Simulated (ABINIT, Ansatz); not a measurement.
# NaCl (Fm-3m): G0W0 on several meshes in ABINIT

Aim: the GW shift of NaCl (Fm-3m) against the k mesh.

Calculated with ABINIT 10.8.3; PBE and many-body steps on it, plane waves.

This is a report of a sequence of runs, with most program output left out.

The database entry behind the starting cell differs from later determinations by our own check (an axis about 0.4 % short against later determinations), so it need not match the best structure at ambient conditions.

## Step 1: Starting point

Symmetry: Fm-3m, No. 225, cubic system. The conventional cell has a = 5.620 Å, b = 5.620 Å, c = 5.620 Å, α = 90.00°, β = 90.00°, γ = 90.00°. Na has 6 Cl at 2.81 Å nearest. Cl has 6 Na at 2.81 Å nearest. Farther neighbours and most contacts between anions are not listed.

The cell and positions come from the Crystallography Open Database and are kept as given unless a step says otherwise.

## Step 2: Empty states on the mesh, 6×6×6 mesh, 592 bands

This step: ABINIT 10.8.3; DFT, PBE, plane waves, norm-conserving pseudopotentials.

The sums over transitions need many empty states on a uniform mesh; this step solves for them.

File run.abi:

```
acell 3*1.0 Angstrom
rprim 
  0.000000000000 2.810000000000 2.810000000000
  2.810000000000 0.000000000000 2.810000000000
  2.810000000000 2.810000000000 0.000000000000
ntypat 2
znucl 11 17
natom 2
typat 1 2
xred 
  0.000000000000 0.000000000000 0.000000000000
  0.500000000000 0.500000000000 0.500000000000
pp_dirpath "pseudos"
pseudos "Na.upf, Cl.upf"
ecut 38
ngkpt 6 6 6
nshiftk 1
shiftk 0 0 0
kptopt 1
chksymbreak 0
irdden 1
istwfk *1
nband 592
prtvol 0
optdriver 6
gwr_task "HDIAGO"
paral_kgb 0
occopt 1
indata_prefix "in"
outdata_prefix "out"
tmpdata_prefix "tmp"
```

Run with:

```bash
OMP_NUM_THREADS=1 mpirun -n 4 abinit run.abi > log
```

It took 63 s on 4 MPI ranks of Intel Xeon 6975P-C (Granite Rapids), shared host; peak memory 2.8 GiB; 4.2 min of CPU time.

This step gave:

| Item | Value |
| --- | --- |
| gap | 5.150 eV |
| k of the valence top | 0, 0, 0 |
| k of the conduction bottom | 0, 0, 0 |
| least direct gap | 5.150 eV |
| k points computed | 16 |
| lowest point of the top converged band, above the valence top | 311.7801 eV |

On this mesh the gap is 5.150 eV.

The density comes from a self-consistent run that is not shown.

## Step 3: Screening, 6×6×6 mesh, 243 bands, screening to 247.6 eV

The RPA dielectric matrix is built and inverted for each q.

This step: RPA screening on PBE, plane waves, norm-conserving pseudopotentials.

Edit run.abi of step 2 so:

```diff
@@ -20,10 +20,11 @@
 chksymbreak 0
-irdden 1
 istwfk *1
-nband 592
-prtvol 0
-optdriver 6
-gwr_task "HDIAGO"
-paral_kgb 0
 occopt 1
+irdwfk 1
+optdriver 3
+nband 243
+ecuteps 9.1
+inclvkb 2
+awtr 1
+symchi 1
 indata_prefix "in"
```

Run time: 5 min. Hardware: 4 MPI ranks; peak memory 3 GiB.

Numbers from this step:

| Item | Value |
| --- | --- |
| ε∞ with local fields, on this mesh, along the program's q direction | 2.352 |
| the same without local fields | 2.767 |
| plasma frequency | 22.30 eV |
| plane waves in the screening matrix | 387 |

Local fields lower ε∞ by 15 %.

## Step 4: 6×6×6

The self-energy is evaluated for the states that the input lists, and the levels follow from it, in one-shot runs by the linearised quasiparticle equation.

This step: G0W0 on PBE, plane waves, norm-conserving pseudopotentials.

Edit run.abi of step 3 so:

```diff
@@ -23,8 +23,15 @@
 irdwfk 1
-optdriver 3
+optdriver 4
 nband 243
+gwcalctyp 0
+ecutsigx 38
+symsigma 1
+nkptgw 1
+kptgw 
+  0.0000000000 0.0000000000 0.0000000000
+bdgw 
+  6 12
 ecuteps 9.1
-inclvkb 2
-awtr 1
-symchi 1
+irdscr 1
+ppmodel 1
 indata_prefix "in"
```

Run time: 34 s. Hardware: 4 MPI ranks; peak memory 3.2 GiB; 2.2 min of CPU time.

Numbers from this step:

```
G0W0 gap on the points computed              : 8.149 eV
starting gap on the mesh                     : 5.150 eV
k of the valence top                         : 0, 0, 0
k of the conduction bottom                   : 0, 0, 0
Z at the valence top                         : 0.809
Z at the conduction bottom                   : 0.864
least direct G0W0 gap on the computed points : 8.149 eV
```

The gap on the mesh goes from 5.15 eV to 8.15 eV, a correction of +3.00 eV.

## Step 5: Empty states on the mesh, 4×4×4 mesh, 251 bands

This step: DFT, PBE, plane waves, norm-conserving pseudopotentials.

Edit run.abi of step 4 so:

```diff
@@ -15,3 +15,3 @@
 ecut 38
-ngkpt 6 6 6
+ngkpt 4 4 4
 nshiftk 1
@@ -20,18 +20,10 @@
 chksymbreak 0
+irdden 1
 istwfk *1
+nband 251
+prtvol 0
+optdriver 6
+gwr_task "HDIAGO"
+paral_kgb 0
 occopt 1
-irdwfk 1
-optdriver 4
-nband 243
-gwcalctyp 0
-ecutsigx 38
-symsigma 1
-nkptgw 1
-kptgw 
-  0.0000000000 0.0000000000 0.0000000000
-bdgw 
-  6 12
-ecuteps 9.1
-irdscr 1
-ppmodel 1
 indata_prefix "in"
```

It took 31 s on 4 MPI ranks; peak memory 2.7 GiB.

Numbers from this step:

```yaml
gap: 5.150 eV
k_of_the_valence_top: 0, 0, 0
k_of_the_conduction_bottom: 0, 0, 0
least_direct_gap: 5.150 eV
k_points_computed: 8
lowest_point_of_the_top_converged_band_above_the_valence_top: 166.7566 eV
```

On this mesh the gap is 5.150 eV.

## Step 6: Screening, 4×4×4 mesh, 243 bands, screening to 247.6 eV

This step: RPA screening on PBE, plane waves, norm-conserving pseudopotentials.

Edit run.abi of step 5 so:

```diff
@@ -20,10 +20,11 @@
 chksymbreak 0
-irdden 1
 istwfk *1
-nband 251
-prtvol 0
-optdriver 6
-gwr_task "HDIAGO"
-paral_kgb 0
 occopt 1
+irdwfk 1
+optdriver 3
+nband 243
+ecuteps 9.1
+inclvkb 2
+awtr 1
+symchi 1
 indata_prefix "in"
```

Run time: 43 s. Hardware: 4 MPI ranks; peak memory 1.6 GiB.

Numbers from this step:

- ε∞ with local fields, on this mesh, along the program's q direction: 2.385
- the same without local fields: 2.801
- plasma frequency: 22.30 eV
- plane waves in the screening matrix: 387

## Step 7: 4×4×4

This step: G0W0 on PBE, plane waves, norm-conserving pseudopotentials.

Edit run.abi of step 6 so:

```diff
@@ -23,8 +23,15 @@
 irdwfk 1
-optdriver 3
+optdriver 4
 nband 243
+gwcalctyp 0
+ecutsigx 38
+symsigma 1
+nkptgw 1
+kptgw 
+  0.0000000000 0.0000000000 0.0000000000
+bdgw 
+  6 12
 ecuteps 9.1
-inclvkb 2
-awtr 1
-symchi 1
+irdscr 1
+ppmodel 1
 indata_prefix "in"
```

Run time: 19 s. Hardware: 4 MPI ranks; peak memory 1.8 GiB.

Numbers from this step:

```
G0W0 gap on the points computed              : 8.138 eV
starting gap on the mesh                     : 5.150 eV
k of the valence top                         : 0, 0, 0
k of the conduction bottom                   : 0, 0, 0
Z at the valence top                         : 0.81
Z at the conduction bottom                   : 0.863
least direct G0W0 gap on the computed points : 8.138 eV
```

Against G0W0 in ABINIT (6×6×6 mesh, 243 bands, screening to 247.6 eV, Godby-Needs plasmon pole), the gap moves by −0.011 eV.

## Step 8: The runs together

Times are wall times on 4 MPI ranks of Intel Xeon 6975P-C (Granite Rapids), shared host, good to a factor of about two. A run's time includes the screening step that it read.

| run | mesh | bands | screening cutoff (eV) | DFT gap (eV) | gap on the mesh (eV) | direct (eV) | ε∞ used | time |
| --- | --- | --- | --- | --- | --- | --- | --- | --- |
| 6×6×6 | 6×6×6 | 243 | 247.6 | 5.150 | 8.149 | 8.149 | 2.35 | 5.6 min |
| 4×4×4 | 4×4×4 | 243 | 247.6 | 5.150 | 8.138 | 8.138 | 2.38 | 62 s |

## Step 9: What came out

- 6×6×6: 8.149 eV
- 4×4×4: 8.138 eV
- known limits: not at the basis limit; coarse k mesh

What this shows: 4×4×4: −0.011 eV against 6×6×6. Bands and cutoff are finite, so the gap is not at the basis limit. The miss can reach some tenths of an eV and take either sign; the mesh is an error of its own. In the G0W0 runs levels were corrected at 1 k point alone, so a gap called «on the mesh» is the least over those, and an edge elsewhere would be missed.

[Paths, hosts, dates, memory and timing lines, banners, echoed tables and standing remarks are left out of the program output.]

[Logs are printed without paths, hosts, clocks, repeated set-up lines and the standing remarks that a program may print on its own settings, such as how far it seeks lower states.]

[Runs of the session that timed out or met a known fault of the program may be left out.]

[Hosts, paths, dates, database ids (printed as entryN), source tags and the programs' standing remarks are cut or masked in the printed files.]

[G0W0 gaps are taken among the corrected bands and points alone; a level outside them can change the order at an edge.]

[Where Ansatz stands beside ABINIT at settings called matched, ABINIT's density can come from a denser mesh and the files from another edition; pairs whose starting gaps differed by over 0.03 eV were left out, so agreement reads better than it is.]
